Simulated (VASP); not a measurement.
A VASP 6.6.1 single-point calculation on BaS

INCAR

```
ISMEAR = 0
LWAVE = .FALSE.
NSW = 0
LASPH = .TRUE.
EDIFF = 1E-7
ISIF = 2
IBRION = -1
GGA = PS
LREAL = .FALSE.
ALGO = VeryFast
BMIX = 0.5
NELM = 120
NBANDS = 15
PREC = Accurate
LCHARG = .FALSE.
ENCUT = 350
SIGMA = 0.01
```

KPOINTS

```
KPOINTS created by Atomic Simulation Environment
0
Gamma
8 8 8
0 0 0
```

POSCAR

```
Ba S
 1.0000000000000000
     0.0000000000000000    3.2117958737464081    3.2117958737464081
     3.2117958737464081    0.0000000000000000    3.2117958737464081
     3.2117958737464081    3.2117958737464081   -0.0000000000000000
 Ba  S
   1   1
Cartesian
 -0.0000000000000000 -0.0000000000000000 -0.0000000000000000
  3.2117958737464081  3.2117958737464081  3.2117958737464081
```

The recommended PBE PAW datasets give the neutral cell 16 valence electrons.

Command

```
mpirun -np 1 vasp_std
```

OSZICAR

```
N       E                     dE             d eps       ncg     rms          rms(c)
RMM:   1     0.114720392687E+03    0.11472E+03   -0.36263E+03   435   0.542E+02
RMM:   2     0.273985421404E+02   -0.87322E+02   -0.92350E+02   435   0.133E+02
RMM:   3    -0.689662205129E+00   -0.28088E+02   -0.24688E+02   435   0.726E+01
RMM:   4    -0.828976243157E+01   -0.76001E+01   -0.55997E+01   435   0.375E+01
RMM:   5    -0.104067916778E+02   -0.21170E+01   -0.15021E+01   435   0.182E+01
RMM:   6    -0.109114259631E+02   -0.50463E+00   -0.43900E+00   435   0.985E+00
RMM:   7    -0.110680940102E+02   -0.15667E+00   -0.14306E+00   435   0.551E+00
RMM:   8    -0.111203303509E+02   -0.52236E-01   -0.49925E-01   435   0.330E+00
RMM:   9    -0.111425721701E+02   -0.22242E-01   -0.21783E-01  1506   0.196E+00
RMM:  10    -0.111488246398E+02   -0.62525E-02   -0.47764E-02  1646   0.753E-01
RMM:  11    -0.111498195711E+02   -0.99493E-03   -0.62102E-03  1625   0.305E-01
RMM:  12    -0.111500376936E+02   -0.21812E-03   -0.13965E-03  1652   0.143E-01    0.447E+00
RMM:  13    -0.107055039047E+02    0.44453E+00   -0.10074E+00  1545   0.339E+00    0.352E+00
RMM:  14    -0.107061386426E+02   -0.63474E-03   -0.24993E-02  1311   0.854E-01    0.187E+00
RMM:  15    -0.107117398155E+02   -0.56012E-02   -0.12620E-02  1206   0.873E-01    0.288E-01
RMM:  16    -0.107122910641E+02   -0.55125E-03   -0.30837E-03  1259   0.303E-01    0.148E-01
RMM:  17    -0.107123296295E+02   -0.38565E-04   -0.55636E-04  1300   0.121E-01    0.626E-02
RMM:  18    -0.107123314161E+02   -0.17865E-05   -0.14931E-04  1335   0.584E-02    0.275E-02
RMM:  19    -0.107123365560E+02   -0.51399E-05   -0.24277E-05  1427   0.229E-02    0.177E-02
RMM:  20    -0.107123360458E+02    0.51021E-06   -0.14190E-05  1293   0.152E-02    0.654E-03
RMM:  21    -0.107123361122E+02   -0.66427E-07   -0.30740E-06  1366   0.697E-03    0.284E-03
RMM:  22    -0.107123360987E+02    0.13502E-07   -0.64483E-07  1174   0.314E-03
   1 F= -.10712336E+02 E0= -.10712336E+02  d E =-.120102E-17
```

From OUTCAR

```
k-points           NKPTS =     29   k-points in BZ     NKDIM =     29   number of bands    NBANDS=     15

   NELECT =      16.0000    total number of electrons

   dimension x,y,z NGX =    28 NGY =   28 NGZ =   28
   dimension x,y,z NGXF=    56 NGYF=   56 NGZF=   56

  energy-cutoff  :      350.00
  volume of cell :       66.26
      direct lattice vectors                 reciprocal lattice vectors
     0.000000000  3.211795874  3.211795874    -0.155676145  0.155676145  0.155676145
     3.211795874  0.000000000  3.211795874     0.155676145 -0.155676145  0.155676145
     3.211795874  3.211795874  0.000000000     0.155676145  0.155676145 -0.155676145

 k-points in reciprocal lattice and weights: KPOINTS created by Atomic Simulation Env
   0.00000000  0.00000000  0.00000000       0.002
   0.12500000  0.00000000  0.00000000       0.016
   0.25000000  0.00000000  0.00000000       0.016
   0.37500000  0.00000000  0.00000000       0.016
   0.50000000  0.00000000  0.00000000       0.008
   0.12500000  0.12500000  0.00000000       0.012
   0.25000000  0.12500000  0.00000000       0.047
   0.37500000  0.12500000  0.00000000       0.047
   ...

 E-fermi :   1.3111

 k-point     1 :       0.0000    0.0000    0.0000
  band No.  band energies     occupation
      1     -24.8331      2.00000
      2      -9.8765      2.00000
      3      -9.8765      2.00000
      4      -9.8765      2.00000
      5      -9.0714      2.00000
      6       1.2555      2.00000
      7       1.2555      2.00000
      8       1.2555      2.00000
      9       4.5833      0.00000
     10       5.0386      0.00000
     11       5.0386      0.00000
     12       5.0386      0.00000
     13       5.9738      0.00000
     14       5.9738      0.00000
     15       9.7409      0.00000

 k-point     2 :       0.1250    0.0000    0.0000
  band No.  band energies     occupation
      1     -24.8270      2.00000
      2     -10.1619      2.00000
      3      -9.8822      2.00000
      4      -9.8822      2.00000
      5      -8.7724      2.00000
      6       0.8333      2.00000
      7       1.0473      2.00000
      8       1.0473      2.00000
      9       4.9822      0.00000
     10       5.2442      0.00000
     11       5.2702      0.00000
     12       5.2702      0.00000
     13       6.4215      0.00000
     14       6.4215      0.00000
     15      14.8093      0.00000

 k-point     3 :       0.2500    0.0000    0.0000
  band No.  band energies     occupation
      1     -24.8122      2.00000
      2     -10.5746      2.00000
      3      -9.8957      2.00000
      4      -9.8957      2.00000
      5      -8.3250      2.00000
      6       0.0853      2.00000
      7       0.6357      2.00000
      8       0.6357      2.00000
      9       5.2315      0.00000
     10       5.9167      0.00000
     11       5.9167      0.00000
     12       6.3967      0.00000
     13       7.5419      0.00000
     14       7.5419      0.00000
     15      11.7056      0.00000

 ...

  Total       -0.5089534     -0.5089534     -0.5089534      0.0000000      0.0000000     -0.0000000
  in kB      -12.3059394    -12.3059394    -12.3059394      0.0000000      0.0000000     -0.0000000
  external PRESSURE =     -12.3059394 kB  Pullay stress =       0.0000000 kB

 POSITION                                       TOTAL-FORCE (eV/Angst)
 -----------------------------------------------------------------------------------
      0.00000      0.00000      0.00000         0.000000     -0.000000     -0.000000
      3.21180      3.21180      3.21180        -0.000000      0.000000      0.000000
 -----------------------------------------------------------------------------------
    total drift:                                0.000000      0.000000      0.000000

  FREE ENERGIE OF THE ION-ELECTRON SYSTEM (eV)
  ---------------------------------------------------
  free  energy   TOTEN  =       -10.7123360987 eV

  energy  without entropy=      -10.7123360987  energy(sigma->0) =      -10.71233610
```

It converged. Results: gap between bands v and c on the k mesh 2.01 eV; least direct gap on the k mesh 2.16 eV; pressure -1.2 GPa. Band v is the last that the valence electrons fill when counted band by band, and c is the next.

For comparison, a separate PBEsol run of the intended cell, on usual settings and not on those above, gives a gap of 2.01 eV on its mesh and a pressure of -1.2 GPa.

The run above took about 12 s on one core of a shared host (Intel Xeon 6975P-C) and held 0.16 GiB at most.
